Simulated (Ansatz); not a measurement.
Here is an Ansatz 0.2.0 calculation.

input.yaml

```yaml
crystal:
  lattice:
    - [0.0, 2.1657188437, 2.1657188437]
    - [2.1657188437, 0.0, 2.1657188437]
    - [2.1657188437, 2.1657188437, 0.0]
  atoms:
    - { symbol: Ti, position: [0.0, 0.0, 0.0] }
    - { symbol: C, position: [0.5, 0.5, 0.5] }
hamiltonian:
  xc: blyp
  pseudopotentials: { kind: paw }
kpoints:
  mp_grid: { grid: [11, 11, 11] }
  band_path:
    path:
      - [[0.0, 0.0, 0.0], [0.5, 0.0, 0.5], [0.5, 0.25, 0.75], [0.375, 0.375, 0.75], [0.0, 0.0, 0.0], [0.5, 0.5, 0.5], [0.625, 0.25, 0.625], [0.5, 0.25, 0.75], [0.5, 0.5, 0.5], [0.375, 0.375, 0.75]]
      - [[0.625, 0.25, 0.625], [0.5, 0.0, 0.5]]
    npoints: 14
scf:
  occupations: { method: fermi_dirac, width: 0.05 }
  n_extra_bands: 6
output:
  forces: true
  stress: true
  eigenvalues: true
  fatbands: false
```

Potentials or basis: Ansatz PAW.

Command:

```bash
$ ansatz run input.yaml --threads 2 --pin off --max-ram 5632MiB --backend cpu --events-out ev --progress --plain --runs-dir out
```

What does it give for the band gap on the k mesh?

None (metal or under the smearing width).

Predict the pressure.

8.3 GPa.

Levels at the corners of the path, in eV from the Fermi level:
```
point  band 6  band 7  band 8  band 9  band 10  band 11
    Γ    0.63    0.63    0.63    1.55     1.55     1.55
    X   -3.33   -1.55   -0.09   -0.09     2.54     3.35
    W   -3.07   -3.07   -2.76    2.67     2.67     3.35
    K   -3.41   -3.26   -1.81    1.40     2.99     3.66
    Γ    0.63    0.63    0.63    1.55     1.55     1.55
    L   -5.74   -2.98   -2.98    2.76     2.76     3.95
    U   -3.41   -3.26   -1.81    1.40     2.99     3.66
    W   -3.07   -3.07   -2.76    2.67     2.67     3.35
    L   -5.74   -2.98   -2.98    2.76     2.76     3.95
    K   -3.41   -3.26   -1.81    1.40     2.99     3.66
    U   -3.41   -3.26   -1.81    1.40     2.99     3.66
    X   -3.33   -1.55   -0.09   -0.09     2.54     3.35
```

Caveat: the pressure holds a Pulay correction of +0.3 GPa for the finite cutoff; the PAW data sets come from PBE, with cores solved anew for the run's functional, which leaves a small shift of forces and pressure.
